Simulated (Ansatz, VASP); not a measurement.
Given: the input of a run of VASP 6.6.1 on GaN. 

Contents of INCAR:

```
PREC = Accurate
ENCUT = 600
EDIFF = 1E-7
ISMEAR = -1
SIGMA = 0.05
LREAL = False
LASPH = True
NELM = 60
ALGO = Normal
ISIF = 3
LWAVE = False
LCHARG = False
GGA = RP
IBRION = 2
NSW = 60
EDIFFG = -0.02
```

The input KPOINTS:

```
Automatic mesh
0
Gamma
  10 10 5
```

Contents of POSCAR:

```
GaN
1.0
    3.1800000000      0.0000000000      0.0000000000
   -1.5900000000      2.7539607840      0.0000000000
    0.0000000000      0.0000000000      5.1660000000
Ga N
2 2
Direct
    0.6666666667      0.3333333333      0.5000000000
    0.3333333333      0.6666666667      0.0000000000
    0.6666666667      0.3333333333      0.8750000000
    0.3333333333      0.6666666667      0.3750000000
```

Potentials or basis: VASP PAW PBE potentials, release 64 (Ga_d, N).

Launch:

```console
$ cat potpaw_PBE.64/Ga_d/POTCAR potpaw_PBE.64/N/POTCAR > POTCAR
$ mpirun -np 1 vasp_std > vasp.out
```

Q: Translate it to Ansatz 0.2.0. Potentials or basis there: Ansatz PAW, cutoff 420 eV.

A: As run (cutoffs and basis follow the program's own potentials, and thresholds, step limits or extra output files can differ):

input.yaml

```yaml
crystal:
  lattice:
    - [3.18, 0.0, 0.0]
    - [-1.59, 2.753960784, 0.0]
    - [0.0, 0.0, 5.166]
  atoms:
    - { symbol: Ga, position: [0.6666666667, 0.3333333333, 0.5] }
    - { symbol: Ga, position: [0.3333333333, 0.6666666667, 0.0] }
    - { symbol: "N", position: [0.6666666667, 0.3333333333, 0.875] }
    - { symbol: "N", position: [0.3333333333, 0.6666666667, 0.375] }
hamiltonian:
  xc: rpbe
  pseudopotentials: { kind: paw }
kpoints:
  mp_grid: { grid: [10, 10, 5] }
scf:
  occupations: { method: fermi_dirac, width: 0.05 }
output:
  forces: true
  stress: true
relax:
  f_tol: 0.01
  max_steps: 40
  cell: { stress_tol: 0.05 }
```

Potentials or basis: Ansatz PAW.

Command:

```sh
$ ansatz run input.yaml --threads 2 --pin off --max-ram 5632MiB --backend cpu --events-out ev --progress --plain --runs-dir out
```

Both were run:

|  | VASP | Ansatz |
| --- | --- | --- |
| Relaxed volume | 12.03 Å³/atom | 12.04 Å³/atom |
| Relaxed cell | a = 3.242 Å, b = 3.242 Å, c = 5.287 Å, α = 90.00°, β = 90.00°, γ = 120.00° | a = 3.244 Å, b = 3.244 Å, c = 5.283 Å, α = 90.00°, β = 90.00°, γ = 120.00° |
| Space group after relaxing | P6_3mc (No. 186) | P6_3mc (No. 186) |
| Pressure after relaxing | 0.0 GPa | 0.0 GPa |

Ansatz's pressure holds a Pulay term of +0.44 GPa for its cutoff of 420 eV, which the other run lacks.

VASP's potentials were made for PBE. Ansatz's potentials were made for PBE.

Where Ansatz's input types no cutoff or centring, it takes its own default and a Γ-centred mesh.

Pressure is positive in compression.
